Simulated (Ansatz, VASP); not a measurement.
## HfN: VASP beside Ansatz

```
Hf N
1.0
     0.00000    2.27433    2.27433
     2.27433    0.00000    2.27433
     2.27433    2.27433    0.00000
Hf N
1 1
Direct
  0.00000 0.00000 0.00000
  0.50000 0.50000 0.50000
```

Alike in both runs: functional PBE; k mesh 11 × 11 × 11; occupations fermi-dirac, width 0.02 eV; no spin polarisation.

Ansatz relaxed the structure, and its values are those at the end. VASP's run is a single point on that final structure, the one shown.

```csv
,VASP,Ansatz
version,VASP 6.6.1,Ansatz 0.2.0
potentials or method,"VASP PAW PBE potentials, release 64 (Hf_pv, N), cutoff 520 eV","all-electron LAPW, scalar-relativistic"
```

|  | VASP | Ansatz | Ansatz less VASP |
| --- | --- | --- | --- |
| pressure (GPa) | -2.4 | 0.0 | +2.39 |

Ansatz ran all-electron here, so the differences hold the error of VASP's frozen core and of both bases.

Spin-orbit coupling is left out, which matters for the levels of Hf.
